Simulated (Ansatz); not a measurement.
## Lattice vibrations of BN at Γ at 16 GPa

All numbers below come from DFT PBE+D3(BJ), scalar-relativistic, plane waves, PAW (Ansatz 0.2.0). Settings: 420 eV plane-wave cutoff, Γ-centred 12×12×12 mesh, fixed occupations. No spin polarisation. Phonons by linear response, acoustic sum rule imposed.

The cell, relaxed at 16 GPa:
```
B N
1.0
     2.46587    0.00226   -0.23447
    -1.22376    2.14078    0.23445
    -0.97895   -0.86407    2.78008
B N
1 1
Direct
  0.99375 0.99278 0.99792
  0.65440 0.32310 0.98889
```

(1) Is this structure stable against zone-centre distortions?

(2) List the optical modes at Γ without the LO field (i marks imaginary ones).

## Answers

(1) Yes, at Γ: no optical mode is imaginary. Strains and other wave vectors aren't tested by this run.

(2)
| frequency (cm⁻¹) | degeneracy | IR intensity of the level ((D/Å)²/amu) |
| --- | --- | --- |
| 666 | 1 | 5.53 |
| 1420 | 2 | 53.40 |

This form isn't the usual stable structure of the compound at low pressure.

Cost: 1 run of about 0.55 core-minutes, on AMD EPYC 9R45 (Zen 5) (shared hosts).